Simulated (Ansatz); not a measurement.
**Platinum, simple cubic under r²SCAN: from relaxation to bulk modulus, part 1 of 2**

What does r²SCAN give for platinum in the simple cubic structure? We relax it, solve it on a dense k-mesh, then scale the cell to 7 volumes from 88 to 112 % of the relaxed one and try a fit of the equation of state. The start is ferromagnetic. The k-meshes are 12×12×12 for the relaxation; 20×20×20 for the dense run; 20×20×20 for the volumes.

This is Pt in the simple cubic structure; at room conditions it is fcc.

Program: Ansatz 0.2.0. Level of theory: DFT r2SCAN, plane waves (500 eV) with PAW, scalar-relativistic; PAW files made under PBE, frozen cores solved again for the functional. These are calculated values, not measurements.

## 1. Starting point

It takes space group Pm-3m (No. 221, cubic). Conventional cell: a = 2.536 Å, b = 2.536 Å, c = 2.536 Å, α = 90.00°, β = 90.00°, γ = 90.00°. Pt (site symmetry m-3m) has 6 Pt at 2.54 Å as nearest neighbours.

As a file:

```
CELL_PARAMETERS angstrom
2.53562 0.00000 0.00000
0.00000 2.53562 0.00000
0.00000 0.00000 2.53562
ATOMIC_POSITIONS crystal
Pt 0.00000 0.00000 0.00000
```

Starting moments (μB): +1.

## 2. Relaxing cell and atoms

input.yaml reads:

```yaml
crystal:
  lattice:
    - [2.5356188197, 0.0, 0.0]
    - [0.0, 2.5356188197, 0.0]
    - [0.0, 0.0, 2.5356188197]
  atoms:
    - { symbol: Pt, position: [0.0, 0.0, 0.0], spin: 1.0 }
hamiltonian:
  xc: r2scan
  pseudopotentials:
    kind: paw
    azcp:
      Pt: "pseudopotentials/Pt.paw.azcp"
basis:
  ecutwfc: 500
  fft_grid_basis: typed
kpoints:
  mp_grid: { grid: [12, 12, 12], shift: [0, 0, 0] }
magnetization:
  spin_polarized: true
scf:
  occupations: { method: fermi_dirac, width: 0.05 }
relax:
  max_steps: 60
  f_tol: 0.01
  cell: {}
output:
  write_density: true
  write_potential: true
  elf: true
  volumetric_format: npy
```

The program printed:

```text
Warning: RAYON_NUM_THREADS=2 ignored (pool sized by the plan → 2); use --threads N
Engine: ansatz 0.2.0, x86_64-unknown-linux-gnu
Pseudopotentials: kind: paw
Pseudopotential: Pt, paw, valence charge 18, recommended cutoff 500 eV (meta_gga), <dir>
Functional definition: r2SCAN
  parameter k0 = 0.174
  parameter k1 = 0.065
  parameter a1 = 4.9479
  exchange = r2scan_x(k0 = k0, k1 = k1, a1 = a1)
  correlation = r2scan_c
Crystal: 1 atoms, lattice volume = 16.302 Å³
Basis set: ecut = 500 eV, 437 PW (Γ), exchange–correlation on 80×80×80 points (64 copies of the dense FFT grid, shifted against one another)
Bands: 14, of which v1, the nominal top of the filled ones, is band 9 counted from 1 (8 counted from 0)
Symmetry: 48 space group operations
Space group: Pm-3m (ITA 221), of the structure as read, at distance tolerance 2.5e-5 Å
Magnetic group: BNS 221.92 (UNI 1594), of the structure as read, at distance tolerance 2.5e-5 Å
k-points: 84 of 1728
Non-local potential: Pt, projectors of the file, l = 0: 3, l = 1: 2, l = 2: 2, l = 3: 1
PAW form: soft (Blöchl's): semilocal exchange-correlation on the pseudo side does not see the compensation charge
PAW frozen core: Pt, regenerated for the run's functional (the file was generated under x = pbe(κ = 0.804, μ = 0.2195149727645171), c = pbe(β = 0.06672455060314922))
PAW one-centre angular grid: Pt, 590 points (default); XC on 160 Gauss nodes
Initial density: superposition of atomic densities (chi_scale 0.1, normalization cell)
Starting moments: Σ|m| = 1 μB on 1 of 1 site
Initial wavefunctions: pseudopotential atomic-orbital guess
Functional: x = r2scan, c = r2scan; τ floored in thin density (d = 2e-4 eV/Å³)
iter 1 solved again at ethr=2.22e-3 eV; its pass at ethr=3.10e-3 eV (dr2=3.99e-1 eV) is discarded
SCF iter   1: F=—  HF=-12536.278223 eV  |F-HF|=—  |Δ(HF+E_count)|=         —  Δρ=4.82e-2 (↑4.82e-2 ↓2.63e-2)  dr2=5.89e-1  dr2_τ=1.08e-2  dr2_m=5.58e-2  M=0.541 μB ∫|m|=0.552 μB  β_m=0.65  ethr=2.22e-3  ⟨swp⟩=2.0  Hψ=17723  notcnv=0
Mixer restart at iter 1: flushing history
preconditioner: auto → none  [metal: Δε(μ)=0.011 eV  Ē_g=16.576 eV  σ=0.050 eV  W_gap=0.06  n_scr=6 (ndim 8)  ℏωp=29.1 eV  f_vac=0.000  D(μ)=0.93/eV (n_scr^D=6)  sad-step TF]
SCF iter   2: F=—  HF=-12536.102353 eV  |F-HF|=—  |Δ(HF+E_count)|=   1.76e-1  Δρ=2.50e-2 (↑2.50e-2 ↓1.61e-2)  dr2=1.45e-1  dr2_τ=7.22e-3  dr2_m=1.02e-2  M=0.494 μB ∫|m|=0.508 μB  β_m=1.00  ethr=2.22e-3  ⟨swp⟩=2.0  Hψ=3987  notcnv=0  κ⁻¹=1.0e0(r=1)
SCF iter   3: F=—  HF=-12536.311428 eV  |F-HF|=—  |Δ(HF+E_count)|=         —  Δρ=2.79e-2 (↑2.79e-2 ↓1.96e-2)  dr2=3.88e-2  dr2_τ=1.06e-2  dr2_m=7.13e-2  M=0.109 μB ∫|m|=0.120 μB  β_m=0.39  ethr=8.05e-4  ⟨swp⟩=2.2  Hψ=3730  notcnv=0
Mixer restart at iter 3: flushing history
SCF iter   4: F=—  HF=-12536.301442 eV  |F-HF|=—  |Δ(HF+E_count)|=   9.99e-3  Δρ=1.81e-2 (↑1.81e-2 ↓1.56e-2)  dr2=9.99e-3  dr2_τ=1.14e-3  dr2_m=3.61e-2  M=0.076 μB ∫|m|=0.083 μB  β_m=0.39  ethr=2.16e-4  ⟨swp⟩=2.5  Hψ=3723  notcnv=0  defer=4  κ⁻¹=1.0e0(r=1)
SCF iter   5: F=—  HF=-12536.294176 eV  |F-HF|=—  |Δ(HF+E_count)|=   7.27e-3  Δρ=7.79e-3 (↑7.05e-3 ↓7.79e-3)  dr2=1.26e-3  dr2_τ=1.86e-4  dr2_m=6.92e-3  M=0.023 μB ∫|m|=0.028 μB  β_m=0.30  ethr=5.55e-5  ⟨swp⟩=2.7  Hψ=4774  notcnv=0  defer=23  κ⁻¹=1.2e-1(r=2)
SCF iter   6: F=—  HF=-12536.289002 eV  |F-HF|=—  |Δ(HF+E_count)|=   5.17e-3  Δρ=1.63e-3 (↑1.17e-3 ↓1.63e-3)  dr2=1.74e-4  dr2_τ=1.05e-5  dr2_m=2.18e-4  M=-0.007 μB ∫|m|=0.007 μB  β_m=1.00  ethr=7.00e-6  ⟨swp⟩=2.0  Hψ=4318  notcnv=0  defer=25  κ⁻¹=1.5e-2(r=3)
SCF iter   7: F=—  HF=-12536.288482 eV  |F-HF|=—  |Δ(HF+E_count)|=   5.20e-4  Δρ=2.27e-4 (↑2.27e-4 ↓2.02e-4)  dr2=6.53e-6  dr2_τ=2.33e-7  dr2_m=3.74e-6  M=-0.011 μB ∫|m|=0.012 μB  β_m=1.00  ethr=9.68e-7  ⟨swp⟩=2.0  Hψ=3941  notcnv=0  defer=33  κ⁻¹=7.8e-4(r=4)
SCF iter   8: F=—  HF=-12536.288441 eV  |F-HF|=—  |Δ(HF+E_count)|=   4.13e-5  Δρ=1.82e-4 (↑1.40e-4 ↓1.82e-4)  dr2=1.60e-6  dr2_τ=4.66e-7  dr2_m=3.02e-6  M=-0.010 μB ∫|m|=0.010 μB  β_m=1.00  ethr=3.63e-8  ⟨swp⟩=2.0  Hψ=3762  notcnv=0  defer=41  κ⁻¹=2.4e-5(r=5)
SCF iter   9: F=—  HF=-12536.288455 eV  |F-HF|=—  |Δ(HF+E_count)|=   1.36e-5  Δρ=1.71e-4 (↑1.34e-4 ↓1.71e-4)  dr2=1.65e-6  dr2_τ=4.03e-7  dr2_m=2.51e-6  M=-0.008 μB ∫|m|=0.008 μB  β_m=1.00  ethr=8.88e-9  ⟨swp⟩=2.0  Hψ=3756  notcnv=0  defer=36  κ⁻¹=1.4e-6(r=6)
SCF iter  10: F=—  HF=-12536.288465 eV  |F-HF|=—  |Δ(HF+E_count)|=   1.06e-5  Δρ=1.46e-4 (↑1.21e-4 ↓1.46e-4)  dr2=1.43e-6  dr2_τ=2.98e-7  dr2_m=1.72e-6  M=-0.006 μB ∫|m|=0.006 μB  β_m=0.30  ethr=8.88e-9  ⟨swp⟩=2.5  Hψ=3915  notcnv=0  defer=33  κ⁻¹=5.2e-7(r=7)
SCF iter  11: F=—  HF=-12536.288495 eV  |F-HF|=—  |Δ(HF+E_count)|=   2.95e-5  Δρ=4.10e-5 (↑1.49e-5 ↓4.10e-5)  dr2=7.95e-8  dr2_τ=1.06e-8  dr2_m=9.04e-8  M=0.000 μB ∫|m|=0.000 μB  β_m=1.00  ethr=7.93e-9  ⟨swp⟩=2.1  Hψ=3905  notcnv=0  defer=33  κ⁻¹=5.7e-8(r=8)
SCF iter  12: F=—  HF=-12536.288495 eV  |F-HF|=—  |Δ(HF+E_count)|=   8.50e-7  Δρ=7.61e-6 (↑7.14e-6 ↓7.61e-6)  dr2=9.63e-9  dr2_τ=1.08e-9  dr2_m=5.14e-9  M=0.001 μB ∫|m|=0.001 μB  β_m=1.00  ethr=4.42e-10  ⟨swp⟩=2.0  Hψ=3890  notcnv=0  defer=33  κ⁻¹=9.8e-8(r=8)
SCF iter  13: F=—  HF=-12536.288495 eV  |F-HF|=—  |Δ(HF+E_count)|=   1.68e-7  Δρ=1.09e-5 (↑1.09e-5 ↓8.79e-6)  dr2=1.09e-9  dr2_τ=2.03e-9  dr2_m=1.35e-8  M=0.001 μB ∫|m|=0.001 μB  β_m=1.00  ethr=5.35e-11  ⟨swp⟩=2.0  Hψ=3856  notcnv=0  defer=33  κ⁻¹=1.4e-7(r=8)
SCF iter  14: F=—  HF=-12536.288495 eV  |F-HF|=—  |Δ(HF+E_count)|=   3.12e-8  Δρ=7.24e-6 (↑7.24e-6 ↓5.45e-6)  dr2=9.13e-10  dr2_τ=8.01e-10  dr2_m=5.24e-9  M=0.000 μB ∫|m|=0.000 μB  β_m=1.00  ethr=6.06e-12  ⟨swp⟩=2.1  Hψ=3947  notcnv=0  defer=33  κ⁻¹=3.3e-7(r=8)
SCF iter  15: F=—  HF=-12536.288495 eV  |F-HF|=—  |Δ(HF+E_count)|=   2.20e-8  Δρ=2.38e-6 (↑1.71e-6 ↓2.38e-6)  dr2=1.20e-10  dr2_τ=8.78e-11  dr2_m=5.34e-10  M=-0.000 μB ∫|m|=0.000 μB  β_m=1.00  ethr=5.07e-12  ⟨swp⟩=3.3  Hψ=4883  notcnv=0  defer=33  κ⁻¹=5.6e-7(r=8)
SCF iter  16: F=—  HF=-12536.288495 eV  |F-HF|=—  |Δ(HF+E_count)|=   1.94e-9  Δρ=1.38e-6 (↑1.20e-6 ↓1.38e-6)  dr2=1.60e-11  dr2_τ=3.54e-11  dr2_m=2.34e-10  M=-0.000 μB ∫|m|=0.000 μB  β_m=1.00  ethr=1.00e-12  ⟨swp⟩=2.0  Hψ=3857  notcnv=0  defer=33  κ⁻¹=3.5e-6(r=8)
SCF iter  17: F=—  HF=-12536.288495 eV  |F-HF|=—  |Δ(HF+E_count)|=  8.40e-10  Δρ=4.55e-7 (↑3.54e-7 ↓4.55e-7)  dr2=2.16e-12  dr2_τ=3.11e-12  dr2_m=2.37e-11  M=-0.000 μB ∫|m|=0.000 μB  β_m=1.00  ethr=1.00e-12  ⟨swp⟩=2.0  Hψ=3840  notcnv=0  defer=33  κ⁻¹=1.4e-6(r=8)
SCF iter  18: F=—  HF=-12536.288495 eV  |F-HF|=—  |Δ(HF+E_count)|=  5.28e-11  Δρ=4.18e-7 (↑4.18e-7 ↓2.84e-7)  dr2=3.95e-12  dr2_τ=2.62e-12  dr2_m=1.81e-11  M=-0.000 μB ∫|m|=0.000 μB  β_m=1.00  ethr=1.00e-12  ⟨swp⟩=3.5  Hψ=9802  notcnv=0  κ⁻¹=7.1e-7(r=8)
SCF iter  19: F=-12536.288495 eV  HF=-12536.288495 eV  |F-HF|=1.09e-11  |Δ(HF+E_count)|=  4.37e-11  Δρ=6.39e-8 (↑2.74e-8 ↓6.39e-8)  dr2=3.75e-13  dr2_τ=4.23e-14  dr2_m=2.39e-13  M=0.000 μB ∫|m|=0.000 μB  ethr=1.00e-12  ⟨swp⟩=5.0  Hψ=8315  notcnv=0
WARN: the starting moments were not kept: the SCF closed with an absolute magnetisation of 6.2e-7 μB, where they sum to 1 μB in size (1 site). That is at most 0.1 of that sum. Measured as dr2_m measures the in/out step, that magnetisation stands 2.0e-13 eV from none, at or under the dr2_threshold of 1.0e-7 eV: it is no larger than a step whose dr2_m would equal this threshold. The system may hold no moment; this SCF shows only that its start led to no more than that. To try another start: raise the starting moments (crystal.atoms[].spin, magnetization.per_species, magnetization.initial_magnetization, or on a non-collinear deck that types none of these the spinor_matrix: blocks that start its atoms; where the total moment is fixed, keep their sum and leave initial_magnetization as it is; typed ones take the place of any that the run laid by itself, positive ones on a crystal's lanthanoids without a Hubbard term where scf.initial_density.shell_occupations: [] is typed) or, if the notice of its spin-set hold's release reads "site moments contracting" or "site moments show no strong build", lengthen the hold (scf.mixing.spin_hold: { on: { confirm: 4 } }; for m-r²SCAN on two components see the key's manual first). Each may lead to a state that holds a moment. A second SCF, from the converged charge density, with the starting moments and any scf.initial_density.shell_occupations laid on it anew, would have followed, and was not run: the deck does not ask for one (magnetization.retry_lost_moments is false, the default). To let it run, set magnetization.retry_lost_moments: true and run the deck again, where that key's refused combinations let it; where memory then withholds it, that run's warning says so.
SCF 1 converged in 19 iterations: F = -12536.288495 eV  dr2 = 3.75e-13
relax step   1: F+E_penalty+E_count = -12536.28849538 eV  Δ(F+E_penalty+E_count) = +0.000e0 eV  max|allowed force component| = 0.000e0 eV/Å  Δτ_max = 0.0000 Å  P = +20.230 GPa  Ω = 16.302 Å³  (19 SCF iters, accepted)
[... 26 lines left out ...]
relax step   2: F+E_penalty+E_count = -12536.32033725 eV  Δ(F+E_penalty+E_count) = -3.184e-2 eV  max|allowed force component| = 0.000e0 eV/Å  Δτ_max = 0.0000 Å  P = -11.347 GPa  Ω = 18.832 Å³  energy of the carried Pulay correction = -1.018e-3 eV  (16 SCF iters, dr2 threshold 1.00e-7 eV, accepted)
[... 20 lines left out ...]
relax step   3: F+E_penalty+E_count = -12536.36459844 eV  Δ(F+E_penalty+E_count) = -4.426e-2 eV  max|allowed force component| = 0.000e0 eV/Å  Δτ_max = 0.0000 Å  P = -2.208 GPa  Ω = 17.838 Å³  energy of the carried Pulay correction = -6.358e-4 eV  (14 SCF iters, dr2 threshold 1.00e-7 eV, accepted)
[... 17 lines left out ...]
relax step   4: F+E_penalty+E_count = -12536.36602431 eV  Δ(F+E_penalty+E_count) = -1.426e-3 eV  max|allowed force component| = 0.000e0 eV/Å  Δτ_max = 0.0000 Å  P = -0.007 GPa  Ω = 17.645 Å³  energy of the carried Pulay correction = -5.590e-4 eV  (12 SCF iters, dr2 threshold 1.00e-7 eV, accepted)
[... 16 lines left out ...]
relax step   5: F+E_penalty+E_count = -12536.36665763 eV  Δ(F+E_penalty+E_count) = -6.333e-4 eV  max|allowed force component| = 0.000e0 eV/Å  Δτ_max = 0.0000 Å  P = +0.011 GPa  Ω = 17.645 Å³  stress off target by 1.05e-2 GPa  SCF on the basis re-selected at this cell (its energy is not comparable with the rows above)  (11 SCF iters)
basis re-selected at this cell: Δ(F+E_penalty+E_count) = -6.333e-4 eV, ΔP = +0.017 GPa vs the last step (what re-selecting the basis moved, of the pressure what is left beyond the Pulay correction that the steps carried, after the strain that the cell walked since its last selection, with what the two solves' SCF thresholds leave and, on support functions, any second-order correction that the steps lacked; it is no measure of the basis error at this ecutwfc). This SCF's stress stands 1.05e-2 GPa from its target on what of the cell is left free (relax.cell.stress_tol is 5.00e-2 GPa) and its largest allowed force component is 0.00e0 eV/Å (relax.f_tol is 1.00e-2 eV/Å): within both
SCF converged after 11 iterations
Stability not checked: this state was not tested for a lower state beside it, because the mixer in use, unlike msr1, does not test its closes by its own steps (another_mixer; see scf.mixing.algorithm and scf.lower_state_search)
Magnetization: -0.0000 μB (9.0000 up, 9.0000 down)
Absolute magnetization: 0.0000 μB (∫|ρ↑−ρ↓|, with the PAW one-centre terms)
Spin contamination: 0.0000 ħ² per cell (⟨S²⟩ above its minimum at these occupations)
Per-site moments (μB) at R_I (Å): [(-1.653103198371394e-8, 1.0738973226212303)]
Free energy (F): -12536.366658 eV
Harris-Foulkes:  -12536.366658 eV  (|F-HF|=0.00e0)
Internal energy: -12536.356725 eV  (E = F + TS)
E sigma→0 (E₀):  -12536.361691 eV
Entropy (-TS):   -0.009933 eV (-9.933 meV/atom)
Fermi energy:    18.632495 eV
--- Per-component energies (eV) ---
  E_band       = -218.309750
  E_kinetic    = 638.438109
  E_local      = -1764.123457  (includes V_loc(G=0)·N_el)
  E_nonlocal   = 202.492333
  E_hartree    = 659.683945
  E_xc         = -249.877529
  E_vxc        = -337.163615  (∫ρ·V_xc dr)
  E_paw        = -9480.403150  (= ΣΔE_a)
  E_vpaw       = -298.916688  (= ΣTr[D̂ρ^β])
  E_aug_tail   = 0.000125  (compensation charges beyond the density's cutoff)
  E_vtau       = 21.595602  (kinetic-family band-sum trace: ∫τ·v_τ [+ j·A + Jᵃ·Aᵃ] dr)
  E_ewald      = -2542.335606
  E_core_change = -0.231494  (= ΣΔE_core)
  E_smearing   = -0.009933  (= −TS)
  E_closure    = 0.000000  (closes the sum)
  Σ components = -12536.366658   (vs F -12536.366658, Δ=0.00e0)
--- Forces (eV/Å), atoms counted from 1 ---
  atom   1  Pt    -0.00000000    -0.00000000    -0.00000000
  max |Σ_I F_I| component: 2.05e-32 eV/Å
--- Stress (GPa, compression-positive) ---
        0.010509      -0.000000      -0.000000
       -0.000000       0.010509      -0.000000
       -0.000000      -0.000000       0.010509
  P = ⅓ Tr σ = 0.0105 GPa (0.105 kbar)
--- Band table (eV; the first three rows and the last of 168) ---
  k-point 0 ↑: bands = ["-81.4564", "-34.8279", "-34.8279", "-34.8279", "9.9572", "12.6809", "12.6809", "18.9600", "18.9600", "18.9600", "34.7024", "34.7024", "34.7024", "40.9209"]
  k-point 1 ↑: bands = ["-81.4543", "-34.8641", "-34.8250", "-34.8250", "10.1636", "12.7190", "12.8716", "18.7724", "18.7724", "18.9748", "33.3796", "35.0681", "35.0681", "41.6804"]
  k-point 2 ↑: bands = ["-81.4487", "-34.9623", "-34.8170", "-34.8170", "10.7046", "12.8248", "13.4769", "18.2919", "18.2919", "19.0153", "30.9272", "36.0618", "36.0618", "40.3743"]
  k-point 83 ↓: bands = ["-81.3648", "-35.2422", "-35.2422", "-35.2422", "13.5326", "13.5326", "13.5326", "20.9599", "20.9599", "29.3189", "29.3206", "29.3206", "29.3206", "36.5736"]
--- Relaxed structure (4 steps of the walk, 4 accepted, 1 SCFs on fresh bases) ---
  F+E_penalty+E_count = -12536.36665763 eV   max|allowed force component| = 0.000e0 eV/Å   (the final SCF, on the basis selected at the relaxed cell)
  cell:  # Å, volume = 17.6448 Å³
    - [2.60338744877874, -3.209883240645393e-35, -2.246918268451775e-34]
    - [-2.8888949165808538e-34, 2.60338744877874, -3.209883240645393e-35]
    - [-2.246918268451775e-34, -3.209883240645393e-35, 2.60338744877874]
  atoms:
    - { symbol: Pt, position: [0.0, 0.0, 0.0] }
```

Run time: 23 s. Hardware: 2 threads of an x86-64 CPU, shared host; peak memory 0.4 GiB.

The steps of the relaxation:

```
step  energy change (meV/atom)  largest force (eV/Å)  pressure (GPa)  volume (Å³/atom)
   1                      0.00                0.0000           20.23            16.302
   2                    -31.84                0.0000          -11.35            18.832
   3                    -76.10                0.0000           -2.21            17.838
   4                    -77.53                0.0000           -0.01            17.645
   5                    -78.16                0.0000            0.01            17.645
```

Steps that repeat a cell are solved on a basis chosen anew, so their changes of energy are no gain of the relaxation.

Changes in the cell that was computed:

|  | before | after | change |
| --- | --- | --- | --- |
| a (Å) | 2.536 | 2.603 | +2.7 % |
| b (Å) | 2.536 | 2.603 | +2.7 % |
| c (Å) | 2.536 | 2.603 | +2.7 % |
| volume (Å³/atom) | 16.302 | 17.645 | +8.2 % |
| shortest distance (Å) | 2.536 | 2.603 | +2.7 % |
| space group (spins left aside) | Pm-3m | Pm-3m | same |

## 3. Dense single point

input.yaml reads:

```yaml
crystal:
  lattice:
    - [2.6033874488, 0.0, 0.0]
    - [0.0, 2.6033874488, 0.0]
    - [0.0, 0.0, 2.6033874488]
  atoms:
    - { symbol: Pt, position: [0.0, 0.0, 0.0], spin: 1.0 }
hamiltonian:
  xc: r2scan
  pseudopotentials:
    kind: paw
    azcp:
      Pt: "pseudopotentials/Pt.paw.azcp"
basis:
  ecutwfc: 500
  fft_grid_basis: typed
kpoints:
  mp_grid: { grid: [20, 20, 20], shift: [0, 0, 0] }
magnetization:
  spin_polarized: true
scf:
  occupations: { method: fermi_dirac, width: 0.05 }
```

The program printed, cut to the lines that bear on the results:

```text
Warning: RAYON_NUM_THREADS=2 ignored (pool sized by the plan → 2); use --threads N
[...]
[... 3 set-up lines as earlier in the session ...]
[...]
Crystal: 1 atoms, lattice volume = 17.645 Å³
Basis set: ecut = 500 eV, 461 PW (Γ), exchange–correlation on 80×80×80 points (64 copies of the dense FFT grid, shifted against one another)
Bands: 14, of which v1, the nominal top of the filled ones, is band 9 counted from 1 (8 counted from 0)
[... 1 set-up line as earlier in the session ...]
Space group: Pm-3m (ITA 221), of the structure as read, at distance tolerance 2.6e-5 Å
Magnetic group: BNS 221.92 (UNI 1594), of the structure as read, at distance tolerance 2.6e-5 Å
k-points: 286 of 8000
[...]
Starting moments: Σ|m| = 1 μB on 1 of 1 site
[...]
SCF iter   1: F=—  HF=-12536.348902 eV  |F-HF|=—  |Δ(HF+E_count)|=         —  Δρ=4.51e-2 (↑4.51e-2 ↓2.47e-2)  dr2=5.99e-1  dr2_τ=1.11e-2  dr2_m=4.78e-2  M=0.567 μB ∫|m|=0.574 μB  β_m=0.69  ethr=2.26e-3  ⟨swp⟩=2.0  Hψ=60312  notcnv=0
[...]
SCF iter  19: F=-12536.361531 eV  HF=-12536.361531 eV  |F-HF|=3.64e-11  |Δ(HF+E_count)|=  5.46e-11  Δρ=2.74e-7 (↑2.68e-7 ↓2.74e-7)  dr2=9.22e-14  dr2_τ=1.75e-12  dr2_m=1.18e-11  M=0.000 μB ∫|m|=0.000 μB  ethr=1.00e-12  ⟨swp⟩=1.0  Hψ=18304  notcnv=0
[...]
WARN: the starting moments were not kept: the SCF closed with an absolute magnetisation of 4.2e-6 μB, where they sum to 1 μB in size (1 site). That is at most 0.1 of that sum. Measured as dr2_m measures the in/out step, that magnetisation stands 8.8e-12 eV from none, at or under the [...]
this state was not tested for a lower state beside it, because the mixer in use, unlike msr1, does not test its closes by its own steps (another_mixer; see scf.mixing.algorithm and scf.lower_state_search)
SCF converged after 19 iterations
Magnetization: 0.0000 μB (9.0000 up, 9.0000 down)
Absolute magnetization: 0.0000 μB (∫|ρ↑−ρ↓|, with the PAW one-centre terms)
Spin contamination: 0.0000 ħ² per cell (⟨S²⟩ above its minimum at these occupations)
Per-site moments (μB) at R_I (Å): [(4.015970846256495e-6, 1.07389732263)]
Free energy (F): -12536.361531 eV
[...]
E sigma→0 (E₀):  -12536.355694 eV
Entropy (-TS):   -0.011676 eV (-11.676 meV/atom)
Fermi energy:    18.674464 eV
[...]
```

It took 18 s on 2 threads of an x86-64 CPU, shared host; peak memory 0.47 GiB.

## 4. At 88 % of the relaxed volume

Edit input.yaml of step 3 so:

```diff
@@ -2,5 +2,5 @@
   lattice:
-    - [2.6033874488, 0.0, 0.0]
-    - [0.0, 2.6033874488, 0.0]
-    - [0.0, 0.0, 2.6033874488]
+    - [2.4947844635, 0.0, 0.0]
+    - [0.0, 2.4947844635, 0.0]
+    - [0.0, 0.0, 2.4947844635]
   atoms:
@@ -22 +22,3 @@
   occupations: { method: fermi_dirac, width: 0.05 }
+output:
+  stress: true
```

The program printed, cut to the lines that bear on the results:

```text
Warning: RAYON_NUM_THREADS=2 ignored (pool sized by the plan → 2); use --threads N
[...]
[... 3 set-up lines as earlier in the session ...]
[...]
Crystal: 1 atoms, lattice volume = 15.527 Å³
Basis set: ecut = 500 eV, 389 PW (Γ), exchange–correlation on 80×80×80 points (64 copies of the dense FFT grid, shifted against one another)
Bands: 14, of which v1, the nominal top of the filled ones, is band 9 counted from 1 (8 counted from 0)
[... 2 set-up lines as earlier in the session ...]
Magnetic group: BNS 221.92 (UNI 1594), of the structure as read, at distance tolerance 2.5e-5 Å
k-points: 286 of 8000
[...]
Starting moments: Σ|m| = 1 μB on 1 of 1 site
[...]
SCF iter   1: F=—  HF=-12536.143238 eV  |F-HF|=—  |Δ(HF+E_count)|=         —  Δρ=4.90e-2 (↑4.90e-2 ↓2.76e-2)  dr2=5.70e-1  dr2_τ=1.03e-2  dr2_m=5.56e-2  M=0.541 μB ∫|m|=0.548 μB  β_m=0.65  ethr=2.15e-3  ⟨swp⟩=2.0  Hψ=61014  notcnv=0
[...]
WARN: the starting moments were not kept: the SCF closed with an absolute magnetisation of 2.9e-6 μB, where they sum to 1 μB in size (1 site). That is at most 0.1 of that sum. Measured as dr2_m measures the in/out step, that magnetisation stands 4.9e-12 eV from none, at or under the [...]
this state was not tested for a lower state beside it, because the mixer in use, unlike msr1, does not test its closes by its own steps (another_mixer; see scf.mixing.algorithm and scf.lower_state_search)
SCF converged after 20 iterations
Magnetization: -0.0000 μB (9.0000 up, 9.0000 down)
Absolute magnetization: 0.0000 μB (∫|ρ↑−ρ↓|, with the PAW one-centre terms)
Spin contamination: 0.0000 ħ² per cell (⟨S²⟩ above its minimum at these occupations)
Per-site moments (μB) at R_I (Å): [(-2.6482067442677423e-6, 1.0290985911937498)]
Free energy (F): -12536.147528 eV
[...]
E sigma→0 (E₀):  -12536.142862 eV
Entropy (-TS):   -0.009334 eV (-9.334 meV/atom)
Fermi energy:    22.279098 eV
[...]
--- Stress (GPa, compression-positive) ---
       36.934290      -0.000000       0.000000
        0.000000      36.934290       0.000000
        0.000000       0.000000      36.934290
  P = ⅓ Tr σ = 36.9343 GPa (369.343 kbar)
```

Wall time 17 s (2 threads of an x86-64 CPU, shared host); peak memory 0.47 GiB.

(Continued in part 2 of 2.)
